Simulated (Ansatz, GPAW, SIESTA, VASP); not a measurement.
CdS: 5 runs at one level of theory

```
Cd S
1.0
     0.00000    2.91650    2.91650
     2.91650    0.00000    2.91650
     2.91650    2.91650    0.00000
Cd S
1 1
Cartesian
  0.0000 0.0000 0.0000
  4.3748 4.3748 4.3748
```

Alike in all runs: task equation of state; functional PBEsol; k mesh 8 × 8 × 8; occupations fermi-dirac, width 0.05 eV; no spin polarisation; no spin-orbit coupling.

```
                                                                                      program and potentials  plane-wave cutoff (eV)                                                 notes  equilibrium volume (Å³/atom)  bulk modulus (GPa)
                                                                                          Ansatz, Ansatz PAW                     420  potentials made for PBE, which Ansatz adapts in part                         24.70                61.4
                                                                           VASP, PBE PAW files Cd, S, 520 eV                     520                               potentials made for PBE                         24.87                61.2
                                                              Ansatz, all-electron LAPW, scalar-relativistic                       -                                                     -                         24.71                61.4
                                                           GPAW, PAW data sets generated for this functional                     600                                                     -                         24.63                62.1
SIESTA, files PseudoDojo sr-pbesol-0.4.1-standard, DZP (energy shift 0.003 Ry; two zetas on semicore shells)                       -                                          atomic basis                         24.82                64.2
```

The equilibrium volume spans 24.63 (GPAW, PAW data sets generated for this functional) to 24.87 Å³/atom (VASP, PBE PAW files Cd, S, 520 eV), with all-electron results at 24.71. The bulk modulus spans 61.2 (VASP, PBE PAW files Cd, S, 520 eV) to 64.2 GPa (SIESTA, files PseudoDojo sr-pbesol-0.4.1-standard, DZP (energy shift 0.003 Ry; two zetas on semicore shells)), with all-electron results at 61.4. Rows in atomic bases carry the error of their basis and grid, which can be large.

Differences between rows come from potentials, basis sets and numerical settings, since the functional is the same but for its coding. Runs on potential files found faulty are left out.
